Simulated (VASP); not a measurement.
**MoSe2: relaxation of cell and atoms with PBE+D3(BJ)**

Slab: MoSe2, a slab with vacuum.

```xyz
9
Lattice="3.2791 0.0000 0.0000 -1.6396 2.8398 0.0000 0.0000 0.0000 34.1250" Properties=species:S:1:pos:R:3 pbc="T T T"
Se    0.0000    1.8932    8.9842
Se    0.0000    1.8932   12.3391
Se    1.6396    0.9466   15.3864
Se    1.6396    0.9466   18.7386
Se    0.0000    1.8932   21.7859
Se    0.0000    1.8932   25.1408
Mo    1.6396    0.9466   10.6618
Mo    0.0000    1.8932   17.0625
Mo    1.6396    0.9466   23.4632
```

```
Program                : VASP 6.6.1
Task                   : relaxation of cell and atoms
Functional             : PBE
Dispersion             : D3(BJ)
Potentials or basis    : VASP PAW PBE potentials, release 64 (Se, Mo_sv)
Cutoff                 : 600 eV
k mesh                 : 12 × 12 × 1
Occupations            : gaussian, width 0.03 eV
Spin                   : no spin polarisation
Further INCAR settings : ALGO = Normal; EDIFF = 1e-07; IBRION = 2; EDIFFG = -0.005; NSW = 90; ISIF = 3
```

* Largest force after relaxing: 0.005 eV/Å
* Band gap on the k mesh: 0.97 eV, indirect (least direct gap 1.49 eV)
* Dispersion energy per atom: -0.432 eV

Forces in eV/Å, atoms in the order of the input:
```
Se   0.000  0.000  0.005
Se   0.000  0.000  0.005
Se   0.000  0.000 -0.004
Se   0.000  0.000  0.004
Se   0.000  0.000 -0.005
Se   0.000  0.000 -0.005
Mo   0.000  0.000  0.004
Mo   0.000  0.000  0.000
Mo   0.000  0.000 -0.004
```

Final structure:
```yaml
crystal:
  lattice:
    - [3.27911, 0.00000, 0.00000]
    - [-1.63956, 2.83979, 0.00000]
    - [0.00000, 0.00000, 34.12500]
  atoms:
    - { symbol: Se, position: [0.33333, 0.66667, 0.26327] }
    - { symbol: Se, position: [0.33333, 0.66667, 0.36159] }
    - { symbol: Se, position: [0.66667, 0.33333, 0.45088] }
    - { symbol: Se, position: [0.66667, 0.33333, 0.54912] }
    - { symbol: Se, position: [0.33333, 0.66667, 0.63841] }
    - { symbol: Se, position: [0.33333, 0.66667, 0.73673] }
    - { symbol: Mo, position: [0.66667, 0.33333, 0.31243] }
    - { symbol: Mo, position: [0.33333, 0.66667, 0.50000] }
    - { symbol: Mo, position: [0.66667, 0.33333, 0.68757] }
```

Levels at points of the mesh, in eV from the valence-band top:
| k point | band 37 | band 38 | band 39 | band 40 | band 41 | band 42 |
| --- | --- | --- | --- | --- | --- | --- |
| (0.00, 0.00, 0.00) | -0.90 | -0.23 | 0.00 | 2.56 | 2.56 | 2.59 |
| (0.50, 0.00, 0.00) | -1.04 | -0.91 | -0.82 | 1.65 | 1.67 | 1.69 |

Wall time 2 min on 4 MPI ranks on Intel(R) Xeon(R) 6975P-C (Granite Rapids), with other jobs on the host, peak memory 0.68 GiB a rank.

Caveat: the relaxation stopped at its first step, so nothing moved. A hybrid or GW would open this gap; PBE tends to underestimate it.
